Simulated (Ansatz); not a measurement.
# Pt (P6_3/mmc)

These are results of DFT r2SCAN, scalar-relativistic, plane waves, PAW in Ansatz 0.2.0, not measurements.

Cutoff 500 eV; k points 18×18×10 on the computed 2-atom cell (Γ-centred); Gaussian smearing, width 0.10 eV; no spin polarisation.

The structure is relaxed at this level of theory with its symmetry kept. This form isn't the element's structure at ambient conditions.

```xyz
2
Lattice="2.7330 0.0000 0.0000 -1.3665 2.3668 0.0000 0.0000 0.0000 4.7654" Properties=species:S:1:pos:R:3 pbc="T T T"
Pt    1.3665    0.7889    3.5740
Pt    0.0000    1.5779    1.1913
```

```
Space group                                                       : P6_3/mmc (No. 194)
Volume per atom                                                   : 15.41 Å³
Formation energy from the elements' standard states (uncorrected) : +0.065 eV/atom
Generalised Kohn–Sham band gap                                    : none (metal)
Density of states at the Fermi level                              : 2.84 states/eV per cell
Löwdin character within 0.5 eV of the Fermi level                 : Pt 5d 95 %
Bulk modulus                                                      : 260 GPa
Its pressure derivative                                           : 5.6
Bader charges (e)                                                 : Pt (2 in the cell) 0.00
```

Spin-orbit coupling is left out, which matters for the bands of heavy elements.